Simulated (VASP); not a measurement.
Here is a VASP 6.6.1 calculation.

The input POSCAR:

```
AgCl
1.0
    0.0000000000      2.7350000000      2.7350000000
    2.7350000000      0.0000000000      2.7350000000
    2.7350000000      2.7350000000      0.0000000000
Ag Cl
1 1
Direct
    0.0000000000      0.0000000000      0.0000000000
    0.5000000000      0.5000000000      0.5000000000
```

INCAR.step1

```
SYSTEM = AgCl
PREC = Accurate
ENCUT = 520
EDIFF = 1E-5
ISMEAR = 0
SIGMA = 0.02
LREAL = .False.
LASPH = .True.
NELM = 60
ALGO = Normal
ISIF = 2
LWAVE = .True.
LCHARG = .False.
MAGMOM = 0 0 0 0 0 0
LORBIT = 11
LSORBIT = .True.
GGA_COMPAT = .False.
LMAXMIX = 4
NBANDS = 30
GGA = PE
KPAR = 4
```

The input INCAR.step2:

```
SYSTEM = AgCl
PREC = Accurate
ENCUT = 520
EDIFF = 1E-7
ISMEAR = 0
SIGMA = 0.02
LREAL = .False.
LASPH = .True.
NELM = 60
ALGO = Normal
ISIF = 2
LWAVE = .False.
LCHARG = .False.
MAGMOM = 0 0 0 0 0 0
LORBIT = 11
LSORBIT = .True.
GGA_COMPAT = .False.
LMAXMIX = 4
GGA = PE
LHFCALC = .True.
HFSCREEN = 0.2
PRECFOCK = Fast
NBANDS = 30
ISTART = 1
KPAR = 4
```

Contents of KPOINTS:

```
regular mesh
0
Gamma
  6 6 6
  0 0 0
```

Potentials or basis: VASP PAW PBE potentials, release 64 (Ag, Cl).

The run is started by

```bash
$ cat potpaw_PBE.64/Ag/POTCAR potpaw_PBE.64/Cl/POTCAR > POTCAR
$ cp INCAR.step1 INCAR
$ mpirun -np 4 vasp_ncl > vasp.out
$ cp INCAR.step2 INCAR
$ mpirun -np 4 vasp_ncl > vasp.out
```

Predict the pressure.

3.4 GPa.

Caveat: the PAW data sets were made with another functional, which shifts forces and pressure a little.
